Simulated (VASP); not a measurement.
Here is a VASP 6.6.1 calculation.

File INCAR:

```
PREC     = Accurate       # precision mode
ENCUT    = 520            # plane-wave cutoff, eV
EDIFF    = 1E-7           # SCF threshold, eV
ISMEAR   = -1             # smearing method
SIGMA    = 0.02           # smearing width, eV
LREAL    = False          # projectors in reciprocal space
LASPH    = True           # aspherical terms in the spheres
NELM     = 60             # most SCF steps
ALGO     = Normal         # electronic algorithm
ISIF     = 2              # what is computed and relaxed
LWAVE    = False          # write WAVECAR
LCHARG   = False          # write CHGCAR
GGA      = PS             # functional
LEFG     = True
```

The input KPOINTS:

```
regular mesh
0
Gamma
  8 8 5
```

POSCAR

```
ZnO
1.0
    3.2493080000      0.0000000000      0.0000000000
   -1.6246540000      2.8139832727      0.0000000000
    0.0000000000      0.0000000000      5.2057090000
Zn O
2 2
Direct
    0.3333333333      0.6666666667      0.5000000000
    0.6666666667      0.3333333333      0.0000000000
    0.6666666667      0.3333333333      0.3790100000
    0.3333333333      0.6666666667      0.8790100000
```

Potentials or basis: VASP PAW PBE potentials, release 64 (Zn, O).

Command:

```sh
$ cat potpaw_PBE.64/Zn/POTCAR potpaw_PBE.64/O/POTCAR > POTCAR
$ mpirun -np 1 vasp_std > vasp.out
```

Predict the pressure.

-0.5 GPa.

Estimate the band gap on the k mesh.

0.69 eV, direct.

Predict the largest force.

0.065 eV/Å.

Forces in eV/Å, atoms in the order of the input:
```
Zn   0.000  0.000 -0.065
Zn   0.000  0.000 -0.065
O    0.000  0.000  0.065
O    0.000  0.000  0.065
```

Caveat: the PAW data sets were made with another functional, which shifts forces and pressure a little.

**The experiment to reproduce.**

From “Electronic structure of alkaline earth and post-transition metal oxides”, 2009, arxiv:0908.1581, for a bulk crystal of ZnO: band gap 3.37 eV.

Measured gap of ZnO: 3.37 eV (quoted in “Electronic structure of alkaline earth and post-transition metal oxides”, 2009, arxiv:0908.1581). This calculation gives 0.69 eV (-2.68 eV). So large a miss can be the level of theory's own, or it may mean another phase, state or a wrong row. The value is that of PBEsol, without temperature or zero-point motion. Semilocal functionals fall short of measured gaps as a rule.
